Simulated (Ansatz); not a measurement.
Run this with the Python package of Ansatz (0.2.0) and show what comes out.

The script, `la_transition.py`:
```python
"""Pressure at which two phases of La cross."""

import warnings

import ansatz as az
import numpy as np
import pandas as pd


def diamond(A, a):
    return (
        az.Lattice.fcc(a)
        .space_group(227, origin_choice=1)
        .atom(A, [0, 0, 0])
        .primitive()
    )


def sc(A, a):
    return (
        az.Lattice.cubic(a)
        .space_group(221)
        .atom(A, [0, 0, 0])
    )


def run_phase(name, crystal, pressure=0.0):
    calc = (
        crystal.calculation()
        .functional("PBE")
        .scf(tolerance=1e-07, max_iterations=200, extra_bands=16, self_checks="low")
        .mixing("broyden", preconditioner="local_kerker")
        .eigensolver("davidson", full_accuracy=True)
        .pseudopotentials("nc")
        .kpoints(spacing=0.3)
        .occupations("fermi_dirac", width=0.05)
    )
    calc = calc.relax(force_tolerance=0.03, max_steps=60, cell=True, pressure=pressure)
    return calc.run(threads=1, backend="cpu")


def volume_per_atom(outcome):
    return abs(np.linalg.det(outcome.lattice.cell_ang)) / len(outcome.lattice.sites)

warnings.simplefilter("ignore")

phases = {}
phases["diamond"] = diamond("La", 7.3)
phases["sc"] = sc("La", 3.45)

# H = E + PV, with 1 eV per cubic angstrom equal to 160.2 GPa
pressures = [0, 15, 30, 45]
enthalpy, volume = {name: [] for name in phases}, {name: [] for name in phases}
for p in pressures:
    for name, crystal in phases.items():
        o = run_phase(name, crystal, pressure=p)
        volume[name].append(volume_per_atom(o))
        enthalpy[name].append(o.report["energy_sigma0_ev"] / len(o.lattice.sites) + p * volume[name][-1] / 160.21766)
gap = np.array(enthalpy["sc"]) - np.array(enthalpy["diamond"])
rows = [(p, va, vb, 1000 * d) for p, va, vb, d in zip(pressures, volume["diamond"], volume["sc"], gap)]
print(pd.DataFrame(rows, columns=["P (GPa)", "V diamond (A^3/atom)", "V sc (A^3/atom)", "H(sc) - H(diamond) (meV/atom)"]).round(4).to_string(index=False))
crossings = [p0 - g0 * (p1 - p0) / (g1 - g0) for p0, p1, g0, g1 in zip(pressures, pressures[1:], gap, gap[1:]) if g0 * g1 < 0]
print("crossing near", [round(float(p), 1) for p in crossings], "GPa") if crossings else print("no crossing in this range")
```

```console
$ python la_transition.py
 P (GPa)  V diamond (A^3/atom)  V sc (A^3/atom)  H(sc) - H(diamond) (meV/atom)
       0               37.2407          36.3194                      -480.8417
      15               30.5671          26.5455                      -770.4899
      30               27.5401          22.4969                     -1203.2901
      45               25.5663          20.6381                     -1671.3810
no crossing in this range
```

These settings explore the input space; cutoff and mesh may be short of convergence. At a fixed pressure a relaxation lowers the enthalpy F + PV, while F alone can rise. For the metals among these phases the mesh is modest: differences between phases can be off by up to 40 meV an atom. The program warned that this SCF threshold is loose for forces or stresses. Only these two structures are compared, at zero temperature and with their symmetry kept; either may be hypothetical, and another phase may be lower than both. Differences under about 40 meV an atom lie within the error of mesh and functional. The cells are prototypes set up for this calculation and needn't exist. The script silences warnings, which a real study should read. The whole script took 9.7 min on 1 thread of Arm Neoverse V1, with other jobs on the host, peak memory 0.81 GiB.
